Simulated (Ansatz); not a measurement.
Data:

CsI:
```
CsI
1.0
    4.40138     0.00000     0.00000
    0.00000     4.40138     0.00000
    0.00000     0.00000     4.40138
Cs I
1 1
Direct
  0.00000   0.00000   0.00000
  0.50000   0.50000   0.50000
```

This is the LDA-relaxed structure.

Question: All from plane-wave PAW LDA (Ansatz code), unless another level is named. Give the band gap.

Answer: 3.80 eV (indirect).

Question: Predict the smallest direct gap on the standard path.

Answer: 3.86 eV.

Question: Predict the weight of the conduction-edge state by species (Voronoi cells).

Answer: Cs 64 %, I 36 %.

Question: And the weight of the valence-edge state by species (Voronoi cells)?

Answer: I 96 %, Cs 4 %.

Question: And the conduction-band minimum?

Answer: at Γ.

Space group Pm-3m (CsCl type). The LDA relaxation kept the symmetry of its start. Scalar-relativistic: spin–orbit coupling is off unless named, which matters more the heavier the elements.

Potentials: the later of the program's two PAW sets.
